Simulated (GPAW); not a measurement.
# Au (Fm-3m) in GPAW: notebook

One crystal, Au, is run at these levels: r2SCAN, PW91, LDA, PBE+D3; tasks: band structure, equation of state.

All numbers are computed with GPAW 26.7.0; they aren't measurements. Logs are shortened: lines on timing, memory, paths and dates and some standing lists are left out, and cuts for length are marked. The log counts tension as positive stress, the text compression.

**What was measured.**

From “Exploring toroidal anvil profiles for larger sample volumes above 4 Mbar”, 2024, pmc:11102561, for a bulk crystal of Au: bulk modulus 167 GPa.

The runs below are set against these values where they give the same quantity.

**1. The structure**

The structure is cubic, space group Fm-3m (No. 225). The conventional cell has a = 4.070 Å, b = 4.070 Å, c = 4.070 Å, α = 90.00°, β = 90.00°, γ = 90.00°. Au (site symmetry m-3m) is surrounded by 12 Au at 2.88 Å.

**2. Band structure, r2SCAN, spin-orbit coupling, no magnetisation**

Input file run.py:

```python
import numpy as np
from ase.dft.bandgap import bandgap
from ase.io import read, write
from ase.units import GPa
from gpaw import GPAW, PW
from gpaw.spinorbit import soc_eigenstates

atoms = read('POSCAR')

calc = GPAW(mode=PW(600),
            xc='MGGA_X_R2SCAN+MGGA_C_R2SCAN',
            kpts={'size': (11, 11, 11), 'gamma': True},
            occupations={'name': 'fermi-dirac', 'width': 0.05},
            nbands=14,
            convergence={'density': 1e-05, 'energy': 1e-05},
            maxiter=150,
            txt='gpaw.txt')
atoms.calc = calc
energy = atoms.get_potential_energy()
forces = atoms.get_forces()
stress = atoms.get_stress()
calc.write('gs.gpw')
write('result.traj', atoms)
print(f'Energy: {energy:.6f} eV')
print('Forces (eV/A):')
print(forces.round(4))
print('Stress (GPa):', (stress / GPa).round(3))
print('Fermi level:', round(calc.get_fermi_level(), 4), 'eV')
print(f'Gap: {bandgap(calc)[0]:.4f} eV, direct: {bandgap(calc, direct=True)[0]:.4f} eV')

path = atoms.cell.bandpath('GXWKGLUWLK,UX', npoints=100, eps=1e-4)
bs_calc = calc.fixed_density(kpts=path, symmetry='off', nbands=21,
                             convergence={'bands': 'CBM+6.0', 'eigenstates': 1e-6}, txt='bands.txt')
bs = bs_calc.band_structure()
bs.write('bs.json')
print(f'Gap on the path: {bandgap(bs_calc)[0]:.4f} eV')

soc = soc_eigenstates(bs_calc, theta=90, phi=0, ignore_xc_potential=True)
np.savetxt('soc_bands.dat', soc.eigenvalues(), fmt='%.4f')
mesh = soc_eigenstates('gs.gpw', theta=90, phi=0, ignore_xc_potential=True)
np.savetxt('soc_mesh.dat', mesh.eigenvalues(), fmt='%.4f')
print('Fermi level with spin-orbit coupling:', round(mesh.fermi_level, 4), 'eV')
```

Input file POSCAR:

```
Au
1.0
    0.0000000000      2.0350000000      2.0350000000
    2.0350000000      0.0000000000      2.0350000000
    2.0350000000      2.0350000000      0.0000000000
Au
1
Direct
    0.0000000000      0.0000000000      0.0000000000
```

Potentials or basis: GPAW PAW data sets (gpaw-data 1.2.1), pw.

On the command line:

```
> OMP_NUM_THREADS=1 python run.py
```

gpaw.txt:

```text
__  _  _
 | _ |_)|_||  |
 |__||  | ||/\| - 26.7.0

Input parameters:
  mode=PW(ecut=600.0),
  convergence={'density': 1e-05, 'energy': 1e-05},
  kpts=MonkhorstPack(size=(11, 11, 11), gamma=True),
  maxiter=150,
  nbands=14,
  occupations=Occupations(name='fermi-dirac', width=0.05),
  xc=XC(name='MGGA_X_R2SCAN+MGGA_C_R2SCAN')

Diagonalizing LCAO Hamiltonian
Converting LCAO to pw mode

       Au

Atoms  # Å, Bohr magnetons
|   | symbol |        x |        y |        z |    initial magnetic moments |
|---|--------|----------|----------|----------|-----------------------------|
| 0 |     Au | 0.000000 | 0.000000 | 0.000000 | ( 0.0000,  0.0000,  0.0000) |

Unit cell  # Å
| periodic |        x |        y |        z |  lengths |    angles |
|----------|----------|----------|----------|----------|-----------|
|      yes | 0.000000 | 2.035000 | 2.035000 | 2.877925 | 60.000000 |
|      yes | 2.035000 | 0.000000 | 2.035000 | 2.877925 | 60.000000 |
|      yes | 2.035000 | 2.035000 | 0.000000 | 2.877925 | 60.000000 |

Number of symmetries: 48
Symmetry operations  # r_c * U_cc + t_c -> r_c
|    | kind |            matrix            |
|----|------|------------------------------|
|  0 |  σ   |  1, 0, 0,  1, 0,-1,  1,-1, 0 |
|  1 |  C2  |  1, 0, 0,  1,-1, 0,  1, 0,-1 |
|  2 |  E   |  1, 0, 0,  0, 1, 0,  0, 0, 1 |
|  3 |  σ   |  1, 0, 0,  0, 0, 1,  0, 1, 0 |
|  4 |  C4  |  1, 0,-1,  1, 0, 0,  1,-1, 0 |
|  5 |  S6  |  1, 0,-1,  1,-1, 0,  1, 0, 0 |
|  6 |  σ   |  1, 0,-1,  0, 1,-1,  0, 0,-1 |
|  7 |  C3  |  1, 0,-1,  0, 0,-1,  0, 1,-1 |
|  8 |  S6  |  1,-1, 0,  1, 0, 0,  1, 0,-1 |
|  9 |  C4  |  1,-1, 0,  1, 0,-1,  1, 0, 0 |
| 10 |  C3  |  1,-1, 0,  0,-1, 1,  0,-1, 0 |
| 11 |  σ   |  1,-1, 0,  0,-1, 0,  0,-1, 1 |
| 12 |  σ   |  0, 1, 0,  1, 0, 0,  0, 0, 1 |
| 13 |  C4  |  0, 1, 0,  0, 1,-1, -1, 1, 0 |
| 14 |  C3  |  0, 1, 0,  0, 0, 1,  1, 0, 0 |
| 15 |  S6  |  0, 1, 0, -1, 1, 0,  0, 1,-1 |
| 16 |  C2  |  0, 1,-1,  1, 0,-1,  0, 0,-1 |
| 17 |  σ   |  0, 1,-1,  0, 1, 0, -1, 1, 0 |
| 18 |  S4  |  0, 1,-1,  0, 0,-1,  1, 0,-1 |
| 19 |  C4  |  0, 1,-1, -1, 1, 0,  0, 1, 0 |
| 20 |  C3  |  0, 0, 1,  1, 0, 0,  0, 1, 0 |
| 21 |  σ   |  0, 0, 1,  0, 1, 0,  1, 0, 0 |
| 22 |  S6  |  0, 0, 1,  0,-1, 1, -1, 0, 1 |
| 23 |  C4  |  0, 0, 1, -1, 0, 1,  0,-1, 1 |
| 24 |  S4  |  0, 0,-1,  1, 0,-1,  0, 1,-1 |
| 25 |  C3  |  0, 0,-1,  0, 1,-1,  1, 0,-1 |
| 26 |  C2  |  0, 0,-1,  0,-1, 0, -1, 0, 0 |
| 27 |  S6  |  0, 0,-1, -1, 0, 0,  0,-1, 0 |
| 28 |  S4  |  0,-1, 1,  1,-1, 0,  0,-1, 0 |
| 29 |  C4  |  0,-1, 1,  0, 0, 1, -1, 0, 1 |
| 30 |  C2  |  0,-1, 1,  0,-1, 0,  1,-1, 0 |
| 31 |  σ   |  0,-1, 1, -1, 0, 1,  0, 0, 1 |
| 32 |  C3  |  0,-1, 0,  1,-1, 0,  0,-1, 1 |
| 33 |  S6  |  0,-1, 0,  0, 0,-1, -1, 0, 0 |
| 34 |  S4  |  0,-1, 0,  0,-1, 1,  1,-1, 0 |
| 35 |  C2  |  0,-1, 0, -1, 0, 0,  0, 0,-1 |
| 36 |  C2  | -1, 1, 0,  0, 1, 0,  0, 1,-1 |
| 37 |  S6  | -1, 1, 0,  0, 1,-1,  0, 1, 0 |
| 38 |  S4  | -1, 1, 0, -1, 0, 1, -1, 0, 0 |
| 39 |  C3  | -1, 1, 0, -1, 0, 0, -1, 0, 1 |
| 40 |  S6  | -1, 0, 1,  0, 0, 1,  0,-1, 1 |
| 41 |  C2  | -1, 0, 1,  0,-1, 1,  0, 0, 1 |
| 42 |  C3  | -1, 0, 1, -1, 1, 0, -1, 0, 0 |
| 43 |  S4  | -1, 0, 1, -1, 0, 0, -1, 1, 0 |
| 44 |  C2  | -1, 0, 0,  0, 0,-1,  0,-1, 0 |
| 45 |  i   | -1, 0, 0,  0,-1, 0,  0, 0,-1 |
| 46 |  σ   | -1, 0, 0, -1, 1, 0, -1, 0, 1 |
| 47 |  C2  | -1, 0, 0, -1, 0, 1, -1, 1, 0 |

BZ-sampling:
  Number of BZ points: 1331
  Number of IBZ points: 56

  Monkhorst-Pack size: [11, 11, 11]
  Monkhorst-Pack shift: [0, 0, 0]

K-points  # in reciprocal-cell coordinates
|     |                                coordinates |     weight |
|-----|--------------------------------------------|------------|
|   0 | (  0.00000000,   0.00000000,   0.00000000) | 0.00075131 |
|   1 | (  0.09090909,   0.09090909,   0.00000000) | 0.00450789 |
|   2 | (  0.09090909,   0.09090909,   0.09090909) | 0.00601052 |
|   3 | (  0.18181818,   0.09090909,   0.09090909) | 0.00901578 |
|   4 | (  0.18181818,   0.18181818,   0.00000000) | 0.00450789 |
|   5 | (  0.18181818,   0.18181818,   0.09090909) | 0.01803156 |
|   6 | (  0.18181818,   0.18181818,   0.18181818) | 0.00601052 |
|   7 | (  0.27272727,   0.18181818,   0.09090909) | 0.01803156 |
|   8 | (  0.27272727,   0.18181818,   0.18181818) | 0.01803156 |
|   9 | (  0.27272727,   0.27272727,   0.00000000) | 0.00450789 |
| ... |                                            |            |
|  55 | (  0.45454545,   0.45454545,   0.45454545) | 0.00601052 |

Plane wave coefficients: 572
Cutoff: 600.0 eV

Spin-components: 1 (collinear spins)
Bands:           14
Projectors:      6
Spin-degeneracy: 2
Datatype:        complex128

Parallelization:
  kpt:    1
  domain: 1
  band:   1

Density:
  Valence electrons: 11.0
  Components: 1
  Grid points: [18 18 18]
  Charge: 0.0  # |e|

Potential:
  Grid points: [18 18 18]

species:
  Au:
    name:    Gold
    Z:       79.0
    valence: 11
    core:    68
    charge:  0.0  # [|e|]
    compensation charges:
      type: gauss
      rc: 0.42  # [Å]
      lmax: 2
    cutoffs:
      filter: 2.33  # [Å]
      core: 2.81  # [Å]
    projectors
    | kind |    occ | energy [eV] | rcut [Å] |
    |------|--------|-------------|----------|
    |   6s |  1.000 |      -5.728 |    1.323 |
    |   6p |  0.000 |      -0.775 |    1.323 |
    |   5d | 10.000 |      -6.891 |    1.323 |
    |    s |        |      21.484 |    1.323 |
    |    p |        |      26.436 |    1.323 |
    |    d |        |      20.321 |    1.323 |

    Using partial waves for Au as LCAO basis

Reference energy: -516598.271109  # eV

eigensolver:
  PPCG
  Converge bands: occupied
  niter=2

density mixing:
  MSR1-Mixer
  Pratt-step length: 0.05
  Maximum mixing coefficient: 0.75
  Old densities: 10
  SVD Regularization: 0.005
  Good broyden scale: 1.0
  Trust region scale: 1.0
  Backstep threshold: 4.0
  History deletion threshold: 6.0
  Fourier metric: weight=20.0, sigma=0.015

occupation numbers:
  Fermi-Dirac:
    width: 0.0500  # eV

poisson solver:
  ecut: 4800.0  # eV

xc functional:
  name: MGGA_X_R2SCAN+MGGA_C_R2SCAN with 2 nearest neighbor stencil

convergence criteria:
[... 6 lines left out ...]
|iter     | |      energy | eigst |  dens |
|---------|-|-------------|-------|-------|
|iter:   1| |  -20.291065 | -0.47 |       |
|iter:   2| |  -19.294754 | -1.42 | -1.14 |
|iter:   3| |  -19.260262 | -3.14 | -1.30 |
|iter:   4| |  -19.231792 | -2.93 | -1.44 |
|iter:   5| |  -19.229604 | -2.89 | -1.74 |
|iter:   6| |  -19.231070 | -3.65 | -2.33 |
|iter:   7| |  -19.231424 | -4.05 | -2.51 |
|iter:   8| |  -19.231361 | -5.50 | -2.92 |
|iter:   9| |  -19.231362c| -6.31 | -3.65 |
|iter:  10| |  -19.231362c| -6.54 | -3.98 |
|iter:  11| |  -19.231362c| -7.59c| -4.69 |
|iter:  12| |  -19.231362c| -8.43c| -5.59c|

Converged in 12 steps
Energy contributions relative to reference atoms: (reference = -516598.271109)

Energy contributions:
  Kinetic:          11.281133
  Coulomb:         -11.133439
  Zero:              0.136895
  External:          0.000000
  Xc:              -19.515528
  Entropy:          -0.000846
  Spinorbit:         0.000000
  ----------------------------
  Free energy:     -19.231786
  Extrapolated:    -19.231362

dipole moment: (-13.826929, -13.826929, -13.826929)  # |e|*Ang

Fermi level: 10.093
Eigenvalues  # (at kpt = [0.000, 0.000, 0.000])
| band index |      eig [eV] | occ [0-2] |
|------------|---------------|-----------|
|          0 |        -0.190 |     2.000 |
|          1 |         4.977 |     2.000 |
|          2 |         4.977 |     2.000 |
|          3 |         4.977 |     2.000 |
|          4 |         6.537 |     2.000 |
|          5 |         6.537 |     2.000 |
|          6 |        26.514 |     0.000 |
|          7 |        30.476 |     0.000 |
|          8 |        30.476 |     0.000 |
|          9 |        30.476 |     0.000 |
|         10 |        34.896 |     0.000 |
|         11 |        39.219 |     0.000 |
|         12 |        39.219 |     0.000 |
|         13 |        39.219 |     0.000 |

No gap
No difference between direct/indirect transitions

Forces  # eV/Ang
|        x |       y |       z |
|----------|---------|---------|
| -0.00000 | 0.00000 | 0.00000 |  # Au   0

Stress tensor  # eV/Ang^3
|         x |         y |         z |
|-----------|-----------|-----------|
| -0.062952 | -0.000000 | -0.000000 |
| -0.000000 | -0.062952 |  0.000000 |
| -0.000000 |  0.000000 | -0.062952 |

# Writing to gs.gpw (mode='')
```

It took 92 s on 1 thread of Arm Neoverse V1, shared host; peak memory 0.33 GiB.

Results:

* Free energy: -19.2318 eV
* Pressure: 10.1 GPa
* Band gap along the path: none (metal or under the smearing width)

Levels at the corners of the path, in eV from the Fermi level:
```csv
point,band 7,band 8,band 9,band 10,band 11,band 12,band 13,band 14
Γ,-4.51,-4.51,-3.27,-3.27,-3.27,-3.27,16.41,16.41
X,-2.32,-2.32,-1.24,-1.24,0.76,0.76,6.10,6.10
W,-3.49,-3.49,-1.84,-1.84,5.05,5.05,5.59,5.59
K,-3.26,-3.26,-2.16,-2.16,3.95,3.95,4.84,4.84
Γ,-4.51,-4.51,-3.27,-3.27,-3.27,-3.27,16.41,16.41
L,-2.59,-2.59,-1.85,-1.85,-1.14,-1.14,3.26,3.26
U,-3.26,-3.26,-2.16,-2.16,3.94,3.95,4.84,4.84
W,-3.49,-3.49,-1.84,-1.84,5.05,5.05,5.59,5.59
L,-2.59,-2.59,-1.85,-1.85,-1.14,-1.14,3.26,3.26
K,-3.26,-3.26,-2.16,-2.16,3.95,3.95,4.84,4.84
U,-3.26,-3.26,-2.16,-2.16,3.94,3.95,4.84,4.84
X,-2.32,-2.32,-1.24,-1.24,0.76,0.76,6.10,6.10
```

Caveat: with this Au data set, volumes or pressures lay over 1.5 % or 2 GPa off other programs in two to four cells of ten; spin-orbit coupling was added after a scalar SCF, so levels and gaps hold it while energy, forces, pressure and moments don't; this program's spin-orbit splittings come out too wide for heavy elements; the PAW data sets were made with another functional, which shifts forces and pressure a little.

**3. Band structure, PW91, spin-orbit coupling, no magnetisation**

run.py: that of step 2 with these lines changed.

```diff
@@ -2,11 +2,19 @@
 from ase.dft.bandgap import bandgap
-from ase.io import read, write
+from ase.io import write
+from ase.spacegroup import crystal
 from ase.units import GPa
-from gpaw import GPAW, PW
+from gpaw import GPAW, PW, setup_paths
 from gpaw.spinorbit import soc_eigenstates
 
-atoms = read('POSCAR')
+setup_paths.insert(0, '.')
+
+# Au 4a
+atoms = crystal(['Au'],
+                basis=[[0.0, 0.0, 0.0]],
+                spacegroup=225, setting=1,  # Fm-3m
+                cellpar=[4.07, 4.07, 4.07, 90.0, 90.0, 90.0],
+                primitive_cell=True)
 
 calc = GPAW(mode=PW(600),
-            xc='MGGA_X_R2SCAN+MGGA_C_R2SCAN',
+            xc='GGA_X_PW91+GGA_C_PW91',
             kpts={'size': (11, 11, 11), 'gamma': True},
@@ -37,5 +45,5 @@
 
-soc = soc_eigenstates(bs_calc, theta=90, phi=0, ignore_xc_potential=True)
+soc = soc_eigenstates(bs_calc, theta=0, phi=0)
 np.savetxt('soc_bands.dat', soc.eigenvalues(), fmt='%.4f')
-mesh = soc_eigenstates('gs.gpw', theta=90, phi=0, ignore_xc_potential=True)
+mesh = soc_eigenstates('gs.gpw', theta=0, phi=0)
 np.savetxt('soc_mesh.dat', mesh.eigenvalues(), fmt='%.4f')
```

Potentials or basis: PAW data sets generated in the run's folder for this functional, pw.

On the command line:

```
> gpaw-setup -f GGA_X_PW91+GGA_C_PW91 Au
> OMP_NUM_THREADS=1 python run.py
```

gpaw.txt:

```text
__  _  _
 | _ |_)|_||  |
 |__||  | ||/\| - 26.7.0

Input parameters:
  mode=PW(ecut=600.0),
  convergence={'density': 1e-05, 'energy': 1e-05},
  kpts=MonkhorstPack(size=(11, 11, 11), gamma=True),
  maxiter=150,
  nbands=14,
  occupations=Occupations(name='fermi-dirac', width=0.05),
  xc=XC(name='GGA_X_PW91+GGA_C_PW91')

Diagonalizing LCAO Hamiltonian
Converting LCAO to pw mode

       Au

Atoms  # Å, Bohr magnetons
|   | symbol |        x |        y |        z |    initial magnetic moments |
|---|--------|----------|----------|----------|-----------------------------|
| 0 |     Au | 0.000000 | 0.000000 | 0.000000 | ( 0.0000,  0.0000,  0.0000) |

Unit cell  # Å
| periodic |        x |        y |        z |  lengths |    angles |
|----------|----------|----------|----------|----------|-----------|
|      yes | 0.000000 | 2.035000 | 2.035000 | 2.877925 | 60.000000 |
|      yes | 2.035000 | 0.000000 | 2.035000 | 2.877925 | 60.000000 |
|      yes | 2.035000 | 2.035000 | 0.000000 | 2.877925 | 60.000000 |

Number of symmetries: 48
Symmetry operations  # r_c * U_cc + t_c -> r_c
|    | kind |            matrix            |
|----|------|------------------------------|
|  0 |  σ   |  1, 0, 0,  1, 0,-1,  1,-1, 0 |
|  1 |  C2  |  1, 0, 0,  1,-1, 0,  1, 0,-1 |
|  2 |  E   |  1, 0, 0,  0, 1, 0,  0, 0, 1 |
|  3 |  σ   |  1, 0, 0,  0, 0, 1,  0, 1, 0 |
|  4 |  C4  |  1, 0,-1,  1, 0, 0,  1,-1, 0 |
|  5 |  S6  |  1, 0,-1,  1,-1, 0,  1, 0, 0 |
|  6 |  σ   |  1, 0,-1,  0, 1,-1,  0, 0,-1 |
|  7 |  C3  |  1, 0,-1,  0, 0,-1,  0, 1,-1 |
[... 129 lines left out ...]
  History deletion threshold: 6.0
  Fourier metric: weight=20.0, sigma=0.015

occupation numbers:
  Fermi-Dirac:
    width: 0.0500  # eV

poisson solver:
  ecut: 4800.0  # eV

xc functional:
  name: GGA_X_PW91+GGA_C_PW91 with 2 nearest neighbor stencil

convergence criteria:
[... 6 lines left out ...]
|iter     | |      energy | eigst |  dens |
|---------|-|-------------|-------|-------|
|iter:   1| |   -3.425823 | -0.43 |       |
|iter:   2| |   -3.368445 | -2.85 | -1.10 |
|iter:   3| |   -3.148113 | -2.26 | -1.15 |
|iter:   4| |   -3.145303 | -4.42 | -2.06 |
|iter:   5| |   -3.144421 | -4.37 | -2.38 |
|iter:   6| |   -3.144417 | -7.17 | -3.79 |
|iter:   7| |   -3.144416c| -7.50c| -4.10 |
|iter:   8| |   -3.144416c| -9.00c| -5.26c|

Converged in 8 steps
Energy contributions relative to reference atoms: (reference = -516647.160069)

Energy contributions:
  Kinetic:          -2.770774
  Coulomb:           1.876056
  Zero:              0.146625
  External:          0.000000
  Xc:               -2.395646
  Entropy:          -0.001356
  Spinorbit:         0.000000
  ----------------------------
  Free energy:      -3.145094
  Extrapolated:     -3.144416

dipole moment: (-13.908113, -13.908113, -13.908113)  # |e|*Ang

Fermi level: 10.145
Eigenvalues  # (at kpt = [0.000, 0.000, 0.000])
| band index |      eig [eV] | occ [0-2] |
|------------|---------------|-----------|
|          0 |         0.154 |     2.000 |
|          1 |         5.342 |     2.000 |
|          2 |         5.342 |     2.000 |
|          3 |         5.342 |     2.000 |
|          4 |         6.882 |     2.000 |
|          5 |         6.882 |     2.000 |
|          6 |        26.019 |     0.000 |
|          7 |        29.803 |     0.000 |
|          8 |        29.803 |     0.000 |
|          9 |        29.803 |     0.000 |
|         10 |        33.892 |     0.000 |
|         11 |        38.236 |     0.000 |
|         12 |        38.236 |     0.000 |
|         13 |        38.236 |     0.000 |

No gap
No difference between direct/indirect transitions

Forces  # eV/Ang
|       x |        y |        z |
|---------|----------|----------|
| 0.00000 | -0.00000 | -0.00000 |  # Au   0

Stress tensor  # eV/Ang^3
|         x |         y |         z |
|-----------|-----------|-----------|
| -0.086123 | -0.000000 | -0.000000 |
| -0.000000 | -0.086123 |  0.000000 |
| -0.000000 |  0.000000 | -0.086123 |

# Writing to gs.gpw (mode='')
```

stdout:

```text
Energy: -3.144416 eV
Forces (eV/A):
[[ 0. -0. -0.]]
Stress (GPa): [-13.798 -13.798 -13.798   0.     -0.     -0.   ]
Fermi level: 10.1453 eV
Gap: 0.0000 eV, direct: 0.0000 eV
Gap on the path: 0.0000 eV
Fermi level with spin-orbit coupling: 10.1789 eV
```

bands.txt:

```text
Diagonalizing LCAO Hamiltonian
Converting LCAO to pw mode
convergence criteria:
- Maximum integral of absolute [eigenst]ate change: 1e-06 eV^2 / valence electron
maximum number of iterations: 150

SCF iterations
|iter     | |      energy | eigst |  dens |
|---------|-|-------------|-------|-------|
[... 104 lines left out ...]
         [0.3875    , 0.3875    , 0.725     ],
         [0.375     , 0.375     , 0.75      ],
         [0.625     , 0.25      , 0.625     ],
         [0.60416667, 0.20833333, 0.60416667],
         [0.58333333, 0.16666667, 0.58333333],
         [0.5625    , 0.125     , 0.5625    ],
         [0.54166667, 0.08333333, 0.54166667],
         [0.52083333, 0.04166667, 0.52083333],
         [0.5       , 0.        , 0.5       ]])),
  maxiter=150,
  nbands=21,
  occupations=Occupations(name='fermi-dirac', width=0.05),
  symmetry=Symmetry(point_group=False, time_reversal=False),
  xc=XC(name='GGA_X_PW91+GGA_C_PW91')
```

Run time: 31 s. Hardware: 1 thread of Arm Neoverse V1, shared host; peak memory 0.23 GiB.

Results:

* Free energy: -3.1451 eV
* Pressure: 13.8 GPa
* Band gap along the path: none (metal or under the smearing width)

Levels at the corners of the path, in eV from the Fermi level:
```csv
point,band 7,band 8,band 9,band 10,band 11,band 12,band 13,band 14
Γ,-4.22,-4.22,-2.99,-2.99,-2.99,-2.99,15.84,15.84
X,-2.11,-2.11,-1.02,-1.02,0.63,0.63,5.86,5.86
W,-3.23,-3.23,-1.63,-1.63,4.82,4.82,5.31,5.31
K,-3.01,-3.01,-1.93,-1.93,3.74,3.75,4.64,4.64
Γ,-4.22,-4.22,-2.99,-2.99,-2.99,-2.99,15.84,15.84
L,-2.38,-2.38,-1.61,-1.61,-1.25,-1.25,3.17,3.17
U,-3.01,-3.01,-1.93,-1.93,3.74,3.75,4.64,4.64
W,-3.23,-3.23,-1.63,-1.63,4.82,4.82,5.31,5.31
L,-2.38,-2.38,-1.61,-1.61,-1.25,-1.25,3.17,3.17
K,-3.01,-3.01,-1.93,-1.93,3.74,3.75,4.64,4.64
U,-3.01,-3.01,-1.93,-1.93,3.74,3.75,4.64,4.64
X,-2.11,-2.11,-1.02,-1.02,0.63,0.63,5.86,5.86
```

Caveat: with this Au data set, volumes or pressures lay over 1.5 % or 2 GPa off other programs in two to four cells of ten; spin-orbit coupling was added after a scalar SCF, so levels and gaps hold it while energy, forces, pressure and moments don't; this program's spin-orbit splittings come out too wide for heavy elements.

(Part 1 of 2 ends here.)
